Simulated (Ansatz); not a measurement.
Set up this calculation in Ansatz 0.2.0, as the native input.

```yaml
Task: relaxation of cell and atoms
Functional: LDA
Potentials_or_basis: all-electron LAPW, scalar-relativistic
Basis_error_allowed: 0.001 eV/atom
k_mesh: 11 × 11 × 11
Occupations: fermi-dirac, width 0.05 eV
Spin: no spin polarisation
```

Crystal: Sn.

```
Sn
1.0
    -1.72654    1.77555    2.33834
     1.72654   -1.77555    2.33834
     1.72654    1.77555   -2.33834
Sn
1
Cartesian
  0.0000 0.0000 0.0000
```

This isn't the form of Sn at room conditions, which is tetragonal (white tin).

These files were run (other wordings do the same):

input.yaml

```yaml
crystal:
  lattice:
    - [-1.726539, 1.775547, 2.338342]
    - [1.726539, -1.775547, 2.338342]
    - [1.726539, 1.775547, -2.338342]
  atoms:
    - { symbol: Sn, position: [0.0, 0.0, 0.0] }
kpoints:
  mp_grid: { grid: [11, 11, 11] }
scf:
  occupations: { method: fermi_dirac, width: 0.05 }
hamiltonian:
  xc: lda
  pseudopotentials: { kind: all_electron, lapw: { basis_error: 0.001 } }
output:
  forces: true
  stress: true
relax:
  f_tol: 0.005
  max_steps: 60
  cell: {}
```

Potentials or basis: all-electron LAPW, scalar-relativistic.

The run is started by

```bash
$ ansatz run input.yaml --threads 1 --pin off --max-ram 3072MiB --backend cpu --events-out ev --progress --plain --runs-dir out
```

It gave:

* Relaxed volume: 25.90 Å³/atom
* Relaxed cell: a = 3.300 Å, b = 3.300 Å, c = 3.300 Å, α = 118.63°, β = 118.63°, γ = 92.38°
* Space group after relaxing (to 0.05 Å): I4/mmm (No. 139)
* Energy gained by relaxing: 48.4 meV/atom
* Ionic steps: 6
* Pressure after relaxing: 0.0 GPa

Wall time 48 s on 1 thread of Arm Neoverse V1, with other jobs on the host, peak memory 0.36 GiB.
